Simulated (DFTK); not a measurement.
# As (R-3m) in DFTK: a series of runs

One crystal, As, is run at these levels: PBEsol, PBEsol0, HF; tasks: single point.

All numbers are computed with DFTK 0.8.2; they aren't measurements. Logs are shortened: lines on timing, memory, paths and dates and some standing lists are left out, and cuts for length are marked.

### Step 1. The structure

Symmetry: R-3m, No. 166, trigonal system. The conventional cell has a = 3.762 Å, b = 3.762 Å, c = 10.542 Å, α = 90.00°, β = 90.00°, γ = 120.00°. As (site symmetry 3m) has 3 As at 2.51 Å as nearest neighbours.

### Step 2. Single point, PBEsol

The input, run.jl:

```julia
using DFTK
using PseudoPotentialData
using Unitful, UnitfulAtomic
using LinearAlgebra, Printf
include("save.jl")
disable_threading()

# lattice vectors are the columns
lattice = austrip(1u"Å") * [  1.8807968987  -1.8807968987            0.0;
             1.0858785957   1.0858785957  -2.1717571915;
             3.5140619945   3.5140619945   3.5140619945]
symbols   = [:As, :As]
positions = [[0.226, 0.226, 0.226],
             [0.774, 0.774, 0.774]]
pseudopotentials = PseudoFamily("cp2k.nc.sr.pbe.v0_1.largecore.gth")
elements = Dict(s => ElementPsp(s, pseudopotentials) for s in unique(symbols))
atoms    = [elements[s] for s in symbols]

build_model(lattice, positions; symmetries=false) =
    model_DFT(lattice, atoms, positions;
              functionals=PBEsol(),
              temperature=austrip(0.05u"eV"),
              smearing=Smearing.FermiDirac(),
              symmetries)
Ecut  = 20.0  # hartree
kgrid = [3, 3, 3]
tol   = 1e-5
to_GPa = ustrip(uconvert(u"GPa", 1u"hartree/bohr^3"))

model = build_model(lattice, positions)
basis = PlaneWaveBasis(model; Ecut, kgrid)
display(basis)
scfres = self_consistent_field(basis;
                               tol,
                               nbandsalg=AdaptiveBands(model; n_bands_converge=10))
display(scfres.energies)
@printf "Fermi level: %.6f eV\n" ustrip(auconvert(u"eV", something(scfres.εF, NaN)))
forces = compute_forces_cart(scfres)
println("Forces (eV/Å)")
for (s, f) in zip(symbols, forces)
    @printf "%-3s %12.6f %12.6f %12.6f\n" s ustrip.(auconvert.(u"eV/Å", f))...
end
stress = compute_stresses_cart(scfres)
println("Stress (GPa)")
display(round.(stress * to_GPa; digits=4))
println("Levels at the first k-point (eV): ", round.(ustrip.(auconvert.(u"eV", scfres.eigenvalues[1][1:scfres.n_bands_converge])); digits=4))
save_scf!(scfres; forces, stress)
```

Potentials or basis: cp2k.nc.sr.pbe.v0_1.largecore.gth (PBE, GTH).

Command:

```console
> julia --threads=1 run.jl  # save.jl only writes the numbers to a file and isn't shown; printed stress counts tension as positive; times include loading and compiling
```

Output:

```text
PlaneWaveBasis discretization:

    Ecut                 : 20.0 Ha
    fft_size             : (36, 36, 36), 46656 total points
    kgrid                : MonkhorstPack([3, 3, 3])
    num.   red. kpoints  : 27
    num. irred. kpoints  : 27

    Discretized Model(gga_x_pbe_sol+gga_c_pbe_sol, 3D):
        lattice (in Bohr)    : [3.55419   , -3.55419  , 0         ]
                               [2.05201   , 2.05201   , -4.10403  ]
                               [6.64061   , 6.64061   , 6.64061   ]
        unit cell volume     : 290.59 Bohr³

        atoms                : As₂
        pseudopot. family    : PseudoFamily("cp2k.nc.sr.pbe.v0_1.largecore.gth")

        num. electrons       : 10
        spin polarization    : none
        temperature          : 0.0018375 Ha
        smearing             : DFTK.Smearing.FermiDirac()

        terms                : Kinetic()
                               AtomicLocal()
                               AtomicNonlocal()
                               Ewald(nothing)
                               PspCorrection()
                               Hartree()
                               Xc(gga_x_pbe_sol, gga_c_pbe_sol)
                               Entropy()
n     Energy            log10(ΔE)   log10(Δρ)   Diag   Δtime
---   ---------------   ---------   ---------   ----   ------
  1   -12.60652663868                   -0.65    4.9    1.70s
  2   -12.60867463645       -2.67       -1.17    1.0    699ms
  3   -12.60901825659       -3.46       -2.05    2.0    1.27s
  4   -12.60903806542       -4.70       -2.77    1.5    563ms
  5   -12.60903956659       -5.82       -3.15    2.3    1.21s
  6   -12.60903980086       -6.63       -3.89    1.5    532ms
  7   -12.60903981345       -7.90       -4.43    2.2    1.26s
  8   -12.60903981409       -9.20       -5.12    1.7    575ms
Energy breakdown (in Ha):
    Kinetic             4.4564661
    AtomicLocal         -3.5270945
    AtomicNonlocal      1.6170452
    Ewald               -13.2967518
    PspCorrection       0.5846637
    Hartree             0.6899887
    Xc                  -3.1333572
    Entropy             -0.0000000

    total               -12.609039814088
Fermi level: 5.932861 eV
Forces (eV/Å)
As      0.000019     0.000008     0.191087
As     -0.000019    -0.000009    -0.191086
Stress (GPa)
3×3 StaticArraysCore.SMatrix{3, 3, Float64, 9} with indices SOneTo(3)×SOneTo(3):
 -4.8583  -0.0      0.0
 -0.0     -4.8584  -0.0
  0.0     -0.0      3.0972
Levels at the first k-point (eV): [-8.96, 0.3077, 3.5588, 4.1085, 4.1085, 7.7298, 9.0089, 9.0089, 12.8489, 12.8489]
```

Wall time 20 s (1 thread of AMD EPYC 9R45 (Zen 5), shared host); peak memory 1.4 GiB.

What came out:

* Free energy: -343.1095 eV
* Pressure: 2.2 GPa
* Largest force: 0.191 eV/Å
* Band gap on the k mesh: 1.31 eV, indirect (least direct gap 1.69 eV)

Forces in eV/Å, atoms in the order of the input:
```
As   0.000  0.000  0.191
As   0.000  0.000 -0.191
```

Levels at points of the mesh, in eV from the valence-band top:
| k point | band 1 | band 2 | band 3 | band 4 | band 5 | band 6 | band 7 | band 8 | band 9 | band 10 |
| --- | --- | --- | --- | --- | --- | --- | --- | --- | --- | --- |
| (0.00, 0.00, 0.00) | -14.26 | -5.00 | -1.74 | -1.19 | -1.19 | 2.43 | 3.71 | 3.71 | 7.55 | 7.55 |

Caveat: the k mesh is coarse (spacing up to 0.67 Å⁻¹), so the values aren't converged; GTH potentials come without recommended cutoffs, and this one wasn't checked for convergence; the potentials were made for another functional, which shifts forces and pressure; an odd mesh through Γ misses points on the zone boundary, where band edges often lie.

### Step 3. Single point, PBEsol0

run.jl, as its differences from that of step 2:

```diff
@@ -20,3 +20,3 @@
     model_DFT(lattice, atoms, positions;
-              functionals=PBEsol(),
+              functionals=HybridFunctional([:hyb_gga_xc_pbe_sol0]),
               temperature=austrip(0.05u"eV"),
@@ -30,7 +30,17 @@
 model = build_model(lattice, positions)
-basis = PlaneWaveBasis(model; Ecut, kgrid)
+basis = PlaneWaveBasis(model; Ecut, kgrid, use_symmetries_for_kpoint_reduction=false)
 display(basis)
+# start from PBE orbitals
+model_pbe  = model_DFT(model.lattice, atoms, model.positions; functionals=PBE(), model.temperature, model.smearing, symmetries=false)
+basis_pbe  = PlaneWaveBasis(model_pbe; Ecut, kgrid, basis.fft_size, use_symmetries_for_kpoint_reduction=false)
+scfres_pbe = self_consistent_field(basis_pbe; tol=1e-4, nbandsalg=AdaptiveBands(model_pbe; n_bands_converge=10))
 scfres = self_consistent_field(basis;
                                tol,
-                               nbandsalg=AdaptiveBands(model; n_bands_converge=10))
+                               nbandsalg=AdaptiveBands(model; n_bands_converge=10),
+                               scfres_pbe.ρ,
+                               scfres_pbe.ψ,
+                               scfres_pbe.occupation,
+                               scfres_pbe.eigenvalues,
+                               solver=ScfDampingSolver(),
+                               exxalg=AceExx(; sketch_with_extra_orbitals=true))
 display(scfres.energies)
@@ -42,6 +52,3 @@
 end
-stress = compute_stresses_cart(scfres)
-println("Stress (GPa)")
-display(round.(stress * to_GPa; digits=4))
 println("Levels at the first k-point (eV): ", round.(ustrip.(auconvert.(u"eV", scfres.eigenvalues[1][1:scfres.n_bands_converge])); digits=4))
-save_scf!(scfres; forces, stress)
+save_scf!(scfres; forces)
```

Potentials or basis: cp2k.nc.sr.pbe.v0_1.largecore.gth (PBE, GTH).

Command:

```console
> julia --threads=1 run.jl  # save.jl only writes the numbers to a file and isn't shown; printed stress counts tension as positive; times include loading and compiling
```

Wall time 14 min (1 thread of AMD EPYC 9R45 (Zen 5), shared host); peak memory 2.1 GiB.

Results (log left out):

```
Free energy            : -343.2020 eV
Largest force          : 0.046 eV/Å
Band gap on the k mesh : 2.34 eV, indirect (least direct gap 2.88 eV)
```

Forces on the atoms (eV/Å):
```
As   0.000  0.000 -0.046
As   0.000  0.000  0.046
```

Levels at points of the mesh, in eV from the valence-band top:
| k point | band 3 | band 4 | band 5 | band 6 | band 7 | band 8 |
| --- | --- | --- | --- | --- | --- | --- |
| (0.00, 0.00, 0.00) | -2.20 | -1.63 | -1.63 | 3.56 | 5.03 | 5.03 |

Caveat: the k mesh is coarse (spacing up to 0.67 Å⁻¹), so the values aren't converged, least of all with exact exchange; GTH potentials come without recommended cutoffs, and this one wasn't checked for convergence; the potentials were made for another functional, which shifts forces and pressure; an odd mesh through Γ misses points on the zone boundary, where band edges often lie.

### Step 4. Single point, HF

run.jl, as its differences from that of step 3:

```diff
@@ -19,4 +19,3 @@
 build_model(lattice, positions; symmetries=false) =
-    model_DFT(lattice, atoms, positions;
-              functionals=HybridFunctional([:hyb_gga_xc_pbe_sol0]),
+    model_HF(lattice, atoms, positions;
               temperature=austrip(0.05u"eV"),
```

Command:

```console
> julia --threads=1 run.jl  # save.jl only writes the numbers to a file and isn't shown; printed stress counts tension as positive; times include loading and compiling
```

Wall time 33 min (1 thread of AMD EPYC 9R45 (Zen 5), shared host); peak memory 2.1 GiB.

It converged, with:

- Free energy: -332.8160 eV
- Largest force: 0.891 eV/Å
- Band gap on the k mesh: 5.53 eV, indirect (least direct gap 6.29 eV)

Forces on the atoms (eV/Å):
```
As   0.000  0.000 -0.891
As   0.000  0.000  0.891
```

Levels at points of the mesh, in eV from the valence-band top:
```
           k point  band 3  band 4  band 5  band 6  band 7  band 8
(0.00, 0.00, 0.00)   -4.03   -3.37   -3.37    7.01    8.92    8.92
```

Caveat: the k mesh is coarse (spacing up to 0.67 Å⁻¹), so the values aren't converged, least of all with exact exchange; GTH potentials come without recommended cutoffs, and this one wasn't checked for convergence; the program's treatment of exact exchange at zero wave vector lowers gaps by one to five hundredths of an eV on this mesh and cutoff; the potentials were made for another functional, which shifts forces and pressure; an odd mesh through Γ misses points on the zone boundary, where band edges often lie.

### Step 5. For comparison

An earlier run on the cell as given: functional PBEsol; potentials or basis dojo.nc.sr.pbesol.v0_4_1.standard.upf (PBEsol); cutoff 1143 eV; k mesh 9 × 9 × 9; occupations fermi-dirac, width 0.05 eV; no spin polarisation.

- Pressure: 0.3 GPa
- Largest force: 0.376 eV/Å
- Band gap on the k mesh: none (metal or under the smearing width)

### Step 6. Summary

```tsv
level	potentials or basis	k mesh	cutoff (eV)	valence electrons	SCF tolerance on the density	symmetries used	mesh quality	gap on the mesh (eV)	pressure (GPa)	largest force (eV/Å)
PBEsol	cp2k.nc.sr.pbe.v0_1.largecore.gth (PBE, GTH)	3 × 3 × 3	544	As 5	1e-05	no	coarse	1.31	2.2	0.19
PBEsol0	cp2k.nc.sr.pbe.v0_1.largecore.gth (PBE, GTH)	3 × 3 × 3	544	As 5	1e-05	no	coarse	2.34	-	0.05
HF	cp2k.nc.sr.pbe.v0_1.largecore.gth (PBE, GTH)	3 × 3 × 3	544	As 5	1e-05	no	coarse	5.53	-	0.89
PBEsol	dojo.nc.sr.pbesol.v0_4_1.standard.upf (PBEsol)	9 × 9 × 9	1143	As 15	1e-06	-	not flagged	none	0.3	0.38
```

Alike in all rows: task single point; no spin polarisation; cell as given; smearing fermi-dirac 0.05 eV.

Caveats: some runs use coarse meshes; GTH potentials come without recommended cutoffs, and this one wasn't checked for convergence (some runs); the potentials were made for another functional, which shifts forces and pressure (some runs); an odd mesh through Γ misses points on the zone boundary, where band edges often lie (some runs); the program's treatment of exact exchange at zero wave vector lowers gaps by one to five hundredths of an eV on this mesh and cutoff (some runs).

Total energies depend on the potentials used, so only differences within one code and one set of settings carry meaning.
